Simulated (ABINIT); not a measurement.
Crystal: C.

```
CELL_PARAMETERS angstrom
0.00000 1.78337 1.78337
1.78337 0.00000 1.78337
1.78337 1.78337 0.00000
ATOMIC_POSITIONS crystal
C 0.75000 0.75000 0.75000
C 0.50000 0.50000 0.50000
```

This isn't the form of C at room conditions, which is graphite.

Base run:

* Program: ABINIT 10.8.3 (patched build)
* Functional: PBE
* Potentials or basis: PseudoDojo NC SR PBE v0.4.1 standard
* Cutoff: 844 eV
* k mesh: 10 × 10 × 10
* Occupations: fermi-dirac, width 0.05 eV
* Spin: no spin polarisation

Its results: band gap on the k mesh 4.22 eV, indirect (least direct gap 5.63 eV).

Question: The run is repeated on the same cell with these changes: functional from PBE to LDA; potentials or basis from PseudoDojo NC SR PBE v0.4.1 standard to PseudoDojo NC SR LDA v0.4.1 standard. What comes out?

Answer: Band gap on the k mesh 4.17 eV, indirect (least direct gap 5.57 eV).

A k mesh can miss the band edges.
